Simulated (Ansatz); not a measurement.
## SnS2: 33S nuclear quadrupole resonance

Cell: an entry of the Crystallography Open Database (COD), ions relaxed with PBE at fixed cell.

```yaml
crystal:
  lattice:
    - [3.60500, 0.00000, 0.00000]
    - [-1.80250, 3.12202, 0.00000]
    - [0.00000, 0.00000, 5.46000]
  atoms:
    - { symbol: Sn, position: [0.00000, 0.00000, 0.00000] }
    - { symbol: S, position: [0.66667, 0.33333, 0.72870] }
    - { symbol: S, position: [0.33333, 0.66667, 0.27130] }
```

Atom numbers follow the list; atoms alike are taken as one site, whose name carries the number of the first.

The numbers come from a DFT calculation in Ansatz (LDA, plane waves and PAW, scalar-relativistic, 420 eV cutoff, Γ-centred 14×14×8 k-points, Fermi–Dirac smearing 0.02 eV).

33S: I = 3/2, Q = -69.40 mb (year-2017 value). Static lattice, zero field.

Question: Predict the zero-field 33S lines of each site.

Answer: For I = 3/2 there is one line, ν = (|C_Q|/2)(1 + η²/3)^½.

```csv
site,atoms,V_zz (10²¹ V/m²),C_Q (MHz),η,line frequencies (MHz)
S,"2, 3",-3.46,5.80,0.00,2.90
```

An axis of threefold or higher order runs through S, so V_zz lies along it and η is zero.

Without spin–orbit coupling (the program notes it for Sn) the gradients can shift somewhat, as the gap is small.
